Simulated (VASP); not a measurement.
# A slab model of a few sheets of PtSe2, part 2 of 3

Aim: model a few sheets of PtSe2 by a slab and find how far its highest filled level lies below the vacuum.

VASP 6.6.1; PBE with D3(BJ); plane waves and PAW (Se, Pt).

So far. Step 2 (Relaxing the slab): The run ended after 5 ionic steps, 0.054 eV below its first step, once the forces on the free atoms met EDIFFG = -0.03.

**3. Vacuum level and density of states**

A static run writes the electrostatic potential without exchange and correlation (LVHAR), which is flat in the vacuum and gives the level to count from. The dipole correction cancels the field that unlike faces would set up across the vacuum.

Input file INCAR:

```
SYSTEM = PtSe2
PREC = Normal
ENCUT = 300
EDIFF = 1E-06
NELM = 120
ISMEAR = 0
SIGMA = 0.05
LREAL = .FALSE.
ALGO = Fast
GGA = PE
IVDW = 12
NBANDS = 38
LASPH = .TRUE.
LORBIT = 11
LWAVE = .TRUE.
LCHARG = .TRUE.
IDIPOL = 3
LDIPOL = .TRUE.
DIPOL = 0.5 0.5 0.5
LVHAR = .TRUE.
LVACPOTAV = .TRUE.
LELF = .TRUE.
NEDOS = 1500
```

Input file POSCAR:

```
PtSe2
1.0
    3.7240000000      0.0000000000      0.0000000000
   -1.8620000000      3.2250786040      0.0000000000
    0.0000000000      0.0000000000     22.5930000000
Se Pt
4 2
Direct
    0.3333333330      0.6666666670      0.6702011860
    0.6666666670      0.3333333330      0.5540541509
    0.3333333330      0.6666666670      0.4459458491
    0.6666666670      0.3333333330      0.3297988140
    0.0000000000      0.0000000000      0.6114569821
    0.0000000000      0.0000000000      0.3885430179
```

Input file KPOINTS:

```
Automatic mesh
0
Gamma
9 9 1
0 0 0
```

Input file KPOINTS_OPT:

```
Line mode
14
Line-mode
Reciprocal
  0.00000000   0.00000000   0.00000000 GAMMA
  0.50000000   0.00000000   0.00000000 M

  0.50000000   0.00000000   0.00000000 M
  0.33333333   0.33333333   0.00000000 K

  0.33333333   0.33333333   0.00000000 K
  0.00000000   0.00000000   0.00000000 GAMMA
```

PAW data sets: Se and Pt (PBE family, release 64).

Run with:

```sh
$ mpirun -np 2 vasp_std
```

The program printed:

```text
[banner, memory and clock lines left out]
running    2 mpi-ranks, on    1 nodes
 distrk:  each k-point on    2 cores,    1 groups
 distr:  one band on    1 cores,    2 groups

 POSCAR found type information on POSCAR SePt
 POSCAR found :  2 types and       6 ions
 LDA part: xc-table for (Slater+PW92), standard interpolation
 POSCAR, INCAR and KPOINTS ok, starting setup
 FFT: planning ... GRIDC
 FFT: planning ... GRID_SOFT
 FFT: planning ... GRID
 WAVECAR not read
 entering main loop
       N       E                     dE             d eps       ncg     rms          rms(c)
DAV:   1     0.225682903178E+03    0.22568E+03   -0.12545E+04   912   0.604E+02
DAV:   2    -0.113596237874E+02   -0.23704E+03   -0.22066E+03  1208   0.161E+02
DAV:   3    -0.297990706162E+02   -0.18439E+02   -0.18124E+02  1076   0.469E+01
DAV:   4    -0.301233601064E+02   -0.32429E+00   -0.32381E+00  1162   0.682E+00
DAV:   5    -0.301298176903E+02   -0.64576E-02   -0.64570E-02  1088   0.943E-01    0.173E+01
RMM:   6    -0.289241628570E+02    0.12057E+01   -0.68808E+00   942   0.971E+00    0.985E+00
RMM:   7    -0.286024725516E+02    0.32169E+00   -0.11662E+00   917   0.419E+00    0.458E+00
RMM:   8    -0.285076151573E+02    0.94857E-01   -0.13664E-01  1007   0.169E+00    0.577E-01
RMM:   9    -0.285073841815E+02    0.23098E-03   -0.28531E-02  1097   0.676E-01    0.242E-01
RMM:  10    -0.285075755764E+02   -0.19139E-03   -0.26289E-03  1153   0.214E-01    0.184E-01
RMM:  11    -0.285077456359E+02   -0.17006E-03   -0.57011E-04  1143   0.105E-01    0.859E-02
RMM:  12    -0.285078014719E+02   -0.55836E-04   -0.21220E-04  1142   0.576E-02    0.329E-02
RMM:  13    -0.285078094260E+02   -0.79541E-05   -0.54271E-05  1140   0.319E-02    0.141E-02
RMM:  14    -0.285078418011E+02   -0.32375E-04   -0.19634E-05  1173   0.168E-02    0.518E-03
RMM:  15    -0.285078516678E+02   -0.98667E-05   -0.57582E-06  1074   0.858E-03    0.485E-03
RMM:  16    -0.285078671201E+02   -0.15452E-04   -0.36330E-06  1000   0.549E-03    0.190E-03
RMM:  17    -0.285078695647E+02   -0.24445E-05   -0.86125E-07   922   0.283E-03    0.180E-03
RMM:  18    -0.285078740317E+02   -0.44671E-05   -0.48956E-07   917   0.210E-03    0.168E-03
RMM:  19    -0.285078762291E+02   -0.21973E-05   -0.11598E-07   778   0.118E-03    0.126E-03
RMM:  20    -0.285078807345E+02   -0.45054E-05   -0.90314E-08   814   0.130E-03    0.170E-03
RMM:  21    -0.285078814273E+02   -0.69281E-06   -0.90772E-09   603   0.688E-04
|                                                                             |
|           W    W    AA    RRRRR   N    N  II  N    N   GGGG   !!!           |
|           W    W   A  A   R    R  NN   N  II  NN   N  G    G  !!!           |
|           W    W  A    A  R    R  N N  N  II  N N  N  G       !!!           |
|           W WW W  AAAAAA  RRRRR   N  N N  II  N  N N  G  GGG   !            |
|           WW  WW  A    A  R   R   N   NN  II  N   NN  G    G                |
|           W    W  A    A  R    R  N    N  II  N    N   GGGG   !!!           |
|                                                                             |
|     Did not find any points to average over, which means that no vacuum     |
|     field-free region was found. Please increase the size of  your cell     |
|     in the dimension of the dipole correction to obtain accurate            |
|     workfunction values.                                                    |
|                                                                             |

   1 F= -.30806717E+02 E0= -.30806717E+02  d E =-.372507E-08
 Start KPOINTS_OPT (optional k-point list driver)
k-point batch [1-12\42]
       N       E                     dE             ncg
DAV:   1     0.266862709281E+03   -0.44534E+04      912
DAV:   2    -0.259773643521E+04   -0.28646E+04     1202
DAV:   3    -0.282459511357E+04   -0.22686E+03     1058
DAV:   4    -0.282849590563E+04   -0.39008E+01     1100
DAV:   5    -0.282858799787E+04   -0.92092E-01     1086
DAV:   6    -0.282859247927E+04   -0.44814E-02     1238
DAV:   7    -0.282859256057E+04   -0.81296E-04     1160
DAV:   8    -0.282859256317E+04   -0.26021E-05     1008
DAV:   9    -0.282859256329E+04   -0.12034E-06      676
[...]
k-point batch [37-42\42]
       N       E                     dE             ncg
DAV:   1     0.512102304106E+04   -0.54530E+03      464
DAV:   2     0.368662967566E+04   -0.14344E+04      578
DAV:   3     0.356707580587E+04   -0.11955E+03      544
DAV:   4     0.356497830357E+04   -0.20975E+01      540
DAV:   5     0.356492446909E+04   -0.53834E-01      570
DAV:   6     0.356492202959E+04   -0.24395E-02      596
DAV:   7     0.356492197043E+04   -0.59159E-04      626
DAV:   8     0.356492196926E+04   -0.11682E-05      500
DAV:   9     0.356492196920E+04   -0.58919E-07      324
 writing wavefunctions
```

Run time: 45 s. Hardware: 2 MPI ranks of Intel Xeon 6975P-C (Granite Rapids), shared host; peak memory 0.37 GiB; 87 s of CPU time.

Parts of OUTCAR (step 3):

```text
The static configuration has the point symmetry D_3d.

 Found     12 irreducible k-points:

   k-points           NKPTS =     12   k-points in BZ     NKDIM =     12   number of bands    NBANDS=     38

   NELECT =      44.0000    total number of electrons

 E-fermi :   0.3540

 k-point     1 :       0.0000    0.0000    0.0000
  band No.  band energies     occupation
    ...
     18      -0.9623      2.00000
     19      -0.9623      2.00000
     20      -0.6891      2.00000
     21      -0.6891      2.00000
     22      -0.1174      2.00000
     23       1.9335      0.00000
     24       1.9335      0.00000
     25       2.4020      0.00000
     26       2.4020      0.00000
     27       3.9630      0.00000
    ...

 k-point     2 :       0.1111    0.0000    0.0000
  band No.  band energies     occupation
    ...
     18      -1.0884      2.00000
     19      -0.9727      2.00000
     20      -0.8506      2.00000
     21      -0.6813      2.00000
     22       0.1674      2.00000
     23       1.3472      0.00000
     24       1.6240      0.00000
     25       1.7259      0.00000
     26       2.2612      0.00000
     27       4.3933      0.00000
    ...

 Edisp (eV)   -2.29884

  Total       0.09195     0.09195    -0.34120    -0.00000     0.00000     0.00000
  in kB       0.54295     0.54295    -2.01466    -0.00000     0.00000     0.00000
  external pressure =       -0.31 kB  Pullay stress =        0.00 kB

 POSITION                                       TOTAL-FORCE (eV/Angst)
 -----------------------------------------------------------------------------------
     -0.00000      2.15005     15.14186         0.000000      0.000000     -0.014190
      1.86200      1.07503     12.51775         0.000000      0.000000     -0.010199
     -0.00000      2.15005     10.07525        -0.000000      0.000000      0.010199
      1.86200      1.07503      7.45114        -0.000000     -0.000000      0.014190
      0.00000      0.00000     13.81465         0.000000      0.000000     -0.010734
      0.00000      0.00000      8.77835        -0.000000      0.000000      0.010734
 -----------------------------------------------------------------------------------
    total drift:                               -0.000000      0.000000      0.000000

  FREE ENERGIE OF THE ION-ELECTRON SYSTEM (eV)
  ---------------------------------------------------
  free  energy   TOTEN  =       -30.8067166379 eV

  energy  without entropy=      -30.8067166341  energy(sigma->0) =      -30.80671664

 vacuum level on the upper side and lower side of the slab         4.994         4.994

[... 8 parts as in an earlier step ...]

[... 6 further parts left out ...]
```

This step gave:

| Quantity | Value |
| --- | --- |
| electronic cycles | 21 |
| Fermi energy | 0.354 eV |
| least gap on mesh and path | 0.2694 eV |
| least direct gap on mesh and path | 0.8184 eV |
| vacuum levels | 4.994, 4.994 eV |
| ionisation potentials of the upper and lower face | 4.827, 4.827 eV |
| electron affinities of the upper and lower face | 4.557, 4.557 eV |

Electronic bands along the path, in eV, zero at the valence-band top; v1 is the highest filled band, c1 the lowest empty one:

| point | v4 | v3 | v2 | v1 | c1 | c2 | c3 | c4 |
| --- | --- | --- | --- | --- | --- | --- | --- | --- |
| Γ | -1.13 | -0.86 | -0.86 | -0.28 | 1.77 | 1.77 | 2.23 | 2.23 |
| 0.54 of the way | -1.60 | -1.46 | -1.25 | -0.75 | 0.27 | 1.29 | 1.38 | 1.93 |
| M | -2.85 | -2.71 | -2.57 | -1.70 | 1.15 | 1.39 | 1.71 | 2.13 |
| 0.54 of the way | -2.45 | -2.18 | -1.87 | -1.51 | 0.81 | 0.88 | 1.26 | 1.86 |
| K | -2.14 | -2.14 | -1.71 | -1.71 | 0.48 | 0.48 | 1.56 | 1.56 |
| 0.54 of the way | -1.41 | -1.30 | -1.29 | -0.59 | 0.55 | 0.99 | 0.99 | 1.74 |
| Γ | -1.13 | -0.86 | -0.86 | -0.28 | 1.77 | 1.77 | 2.23 | 2.23 |

Of the projections kept (Se, Pt), the largest for each band there; the rest of the weight can lie on other orbitals:

| point | v4 | v3 | v2 | v1 | c1 | c2 | c3 | c4 |
| --- | --- | --- | --- | --- | --- | --- | --- | --- |
| Γ | Se 0.90 | Se 0.89 | Se 0.89 | Se 0.91 | Se 0.60 | Se 0.60 | Se 0.60 | Se 0.60 |
| M | Pt 0.86 | Pt 0.54 | Se 0.78 | Se 0.82 | Pt 0.55 | Se 0.56 | Se 0.52 | Se 0.60 |
| K | Pt 0.78 | Pt 0.78 | Pt 0.66 | Pt 0.66 | Pt 0.56 | Pt 0.56 | Se 0.58 | Se 0.58 |
| Γ | Se 0.90 | Se 0.89 | Se 0.89 | Se 0.91 | Se 0.60 | Se 0.60 | Se 0.60 | Se 0.60 |

The density of states has structure finer than the step of the table below, so its rows give means over 1 eV, whole bins alone (the curve runs from -12.0 to 8.20 eV). Peaks (eV: height): total -6.0: 12.9, -5.7: 11.2, -3.2: 15.8, 1.3: 11.8; Se s -5.3: 0.297, 0.5: 0.372, 5.8: 0.257, 7.0: 0.278; Se p -6.0: 3.11, -1.4: 3.42, 1.3: 4.49, 1.6: 3.33; Se d 6.9: 0.576, 7.3: 0.834, 7.6: 1.02, 8.1: 0.900; Pt s -6.6: 1.10, 4.6: 1.23, 5.4: 0.931, 5.5: 0.905.

Means over bins of 0.072 eV. The density of states by energy, zero at the valence-band top; means over each step; values in states/eV/cell:

| energy (eV) | total | Se s | Se p | Se d | Pt s | Pt p | Pt d |
| --- | --- | --- | --- | --- | --- | --- | --- |
| -8 | 0 | 0 | 0 | 0 | 0 | 0 | 0 |
| -7 | 1.87 | 0.0288 | 0.501 | 0.0104 | 0.308 | 0.0137 | 0.361 |
| -6 | 7.08 | 0.0749 | 1.69 | 0.0540 | 0.234 | 0.120 | 3.18 |
| -5 | 5.40 | 0.124 | 1.22 | 0.0430 | 0.211 | 0.135 | 2.33 |
| -4 | 5.50 | 0.0818 | 0.920 | 0.0457 | 0.0739 | 0.144 | 3.17 |
| -3 | 6.99 | 0.0944 | 1.05 | 0.0481 | 0.272 | 0.187 | 4.13 |
| -2 | 5.19 | 0.0546 | 1.71 | 0.0244 | 0.0305 | 0.339 | 1.73 |
| -1 | 3.74 | 0.0242 | 1.66 | 0.0172 | 0.00763 | 0.255 | 0.772 |
| 0 | 1.03 | 0.0391 | 0.357 | 0.0129 | 0.00355 | 0.0232 | 0.299 |
| 1 | 4.55 | 0.108 | 1.54 | 0.0774 | 0.0226 | 0.0422 | 1.48 |
| 2 | 2.76 | 0.0334 | 1.15 | 0.0332 | 0.00809 | 0.0166 | 0.843 |
| 3 | 0 | 0 | 0 | 0 | 0 | 0 | 0 |
| 4 | 1.29 | 0.0537 | 0.130 | 0.0848 | 0.227 | 0.0340 | 0.0450 |
| 5 | 3.92 | 0.102 | 0.468 | 0.263 | 0.600 | 0.164 | 0.103 |
| 6 | 4.18 | 0.141 | 0.356 | 0.249 | 0.231 | 0.225 | 0.102 |
| 7 | 4.42 | 0.107 | 0.254 | 0.336 | 0.0522 | 0.333 | 0.104 |

Zero at the Fermi level. Planar average of the electrostatic potential against height:

| height (Å) | planar average of the electrostatic potential (eV) |
| --- | --- |
| 0 | 4.65 |
| 1 | 4.65 |
| 2 | 4.65 |
| 3 | 4.64 |
| 4 | 4.64 |
| 5 | 4.61 |
| 6 | 4.03 |
| 7 | -5.25 |
| 8 | -9.07 |
| 9 | -11.5 |
| 10 | -8.44 |
| 11 | 1.29 |
| 12 | -4.58 |
| 13 | -9.54 |
| 14 | -11.6 |
| 15 | -8.37 |
| 16 | 1.21 |
| 17 | 4.45 |
| 18 | 4.63 |
| 19 | 4.64 |
| 20 | 4.64 |
| 21 | 4.65 |
| 22 | 4.65 |

Density of states in the PAW spheres, an atom over height of the layer and energy from the Fermi level.

Ten even steps from '0' (0.00 states/eV) to '9' (2.84 states/eV), each cell a mean:
```
120021
000000
000000
000000
111111
121121
131131
141141
131131
171171
090090
030030
171171
171171
130031
151151
292292
151151
031130
010010
000000
000000
```
Columns: height of the layer (Å) from 7.5 to 15.1 (not evenly spaced); rows upwards: energy from the Fermi level (eV) from -7.9 to 0.5.

Valence density in the ca plane at fractional y = 0.000, with atoms of Pt within 0.2 Å of it. It is the smooth field of the valence electrons, not physical close to the nuclei.

Ten steps, logarithmic in the rise over the least value, from '0' (0.0 e/Å³) to '9' (3.4 e/Å³), each cell a mean:
```
00000000000000000012358999753211124689997531
00000000000000000012356887653211124578876432
00000000000000000123445666544322234556665443
00000000000000000234454444454432344544444543
00000000000000001234554434455433345544344554
00000000000000001234554444454433345544444544
00000000000000000123445555544322334555555443
00000000000000000123446777643221234567765432
00000000000000000012357898753211124678987532
00000000000000000012368999853211124689997531
```
Columns run along c (16.0 Å, from fractional 0.01 to 0.71 of the cell), rows up along a (3.7 Å). Atoms in or near the plane, at fractional coordinates: Pt at (0.61, 0.00), Pt at (0.39, 0.00).

Electrostatic potential energy in the ca plane at fractional y = 0.000, with atoms of Pt within 0.2 Å of it. With pseudopotentials it is smooth inside the atoms' cores, unlike the true potential.

Values in eV, 6 rows by 16 columns, each cell a mean:
```
  5   5   5   5   5   5   4   0 -45 -34   2   4   0 -43 -36   2
  5   5   5   5   5   5   4   1 -10  -6   1   3   1  -9  -7   1
  5   5   5   5   5   5   3  -2   1  -1  -2   2  -2   0   0  -2
  5   5   5   5   5   5   3  -2   0  -1  -1   2  -2   0   0  -1
  5   5   5   5   5   5   4   1 -21 -14   2   4   1 -20 -15   2
  5   5   5   5   5   5   4  -1 -49 -39   2   4   0 -48 -41   2
```
Columns run along c (16.0 Å, from fractional 0.01 to 0.71 of the cell; values clipped at the 3rd and 97th percentile), rows up along a (3.7 Å). Atoms in or near the plane, at fractional coordinates: Pt at (0.61, 0.00), Pt at (0.39, 0.00).

ELF in the ca plane at fractional y = 0.000, with atoms of Pt within 0.2 Å of it. It is the smooth field of the valence electrons, not physical close to the nuclei.

Ten even steps from '0' (0.00) to '9' (0.73), each cell a mean:
```
00000000000000000001343000443100013530014421
00000000000000000012344323443100023442234432
00000000000000001345664444565411246544445665
00000000000000013688886334688631478753346888
00000000000030125799986323689842589863237999
00000000000000124789986323688732488863247899
00000000000000012467775434577521267654345777
00000000000000000123444444444210134444444443
00000000000001000001343101443100013431014421
00000000000002100001353000453100013530004521
```
Columns run along c (16.0 Å, from fractional 0.01 to 0.71 of the cell), rows up along a (3.7 Å). Atoms in or near the plane, at fractional coordinates: Pt at (0.61, 0.00), Pt at (0.39, 0.00).

The map of layer states is cut here 0.5 eV above the Fermi level, so it leaves out the states above that.

The vacuum level lies 4.83 eV above the highest filled level at the upper face; both faces agree, as the slab has next to no dipole.

The program found no field-free point at its default tolerance, but its printed level agrees with the flat part of the planar average.

(Part 2 of 3 ends here.)

[Lines on the potential files, build, host, timing and source positions are cut from VASP's logs without a mark.]

[Logs are printed without paths, hosts, clocks, repeated set-up lines and the standing remarks that a program may print on its own settings, such as how far it seeks lower states.]

[Hosts, paths, dates, database ids (printed as entryN), source tags and the programs' standing remarks are cut or masked in the printed files.]

[In band tables of VASP the shares of atoms and orbitals are scaled to a sum of 1 inside the atoms' spheres.]

[Runs that stopped without an error message from VASP are left out.]
